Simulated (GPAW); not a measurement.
**Moving the Hubbard U on Ni d in TiNi**

Space group P4/mmm (No. 123). a = 2.736 Å, b = 2.736 Å, c = 3.581 Å, α = 90.00°, β = 90.00°, γ = 90.00°
```
atom  site  symmetry       x       y       z
  Ni    1a     4/mmm  0.0000  0.0000  0.0000
  Ti    1d     4/mmm  0.5000  0.5000  0.5000
```

The cell comes from a database or a generator and needn't be the stable form of this composition.

Kept alike: task band structure; functional PBEsol; k mesh 7 × 7 × 6; occupations fermi-dirac, width 0.05 eV; collinear spin, ferromagnetic start. Program: GPAW, PAW data sets generated for this functional, cutoff 600 eV. The mesh is that of the run's cell of 2 atoms. No spin-orbit coupling.

| Hubbard U on Ni d, U (eV) | pressure (GPa) | largest site moment (μB) |
| --- | --- | --- |
| 0 | -6.05 | 0.00 |
| 1 | -6.47 | 0.00 |
| 2 | -6.90 | 0.00 |
| 3 | -7.31 | 0.00 |
| 4 | -5.72 | 0.48 |
| 6 | 0.55 | 0.84 |
| 8 | 6.19 | 0.94 |

Pressure is positive in compression; the values hold the error of the finite cutoff, so their zero can differ a little from the energy's minimum. For a metal such a mesh leaves the last digits unconverged. The pressure doesn't move evenly along the series, which may be noise of the runs. How U acts hangs on the program's projectors. The runs hold the magnetic state that their start led to, which needn't be the lowest. Site moments count inside each atom's sphere or projector.

Task: What does the Hubbard U on Ni d change here?

Result: The pressure runs from -7.31 (3) to 6.19 GPa (8). The largest site moment rises from 0.00 to 0.94 μB between 0 and 8 eV. Its step between 3 and 4 is the steepest for its width, which can mark a change of electronic state.
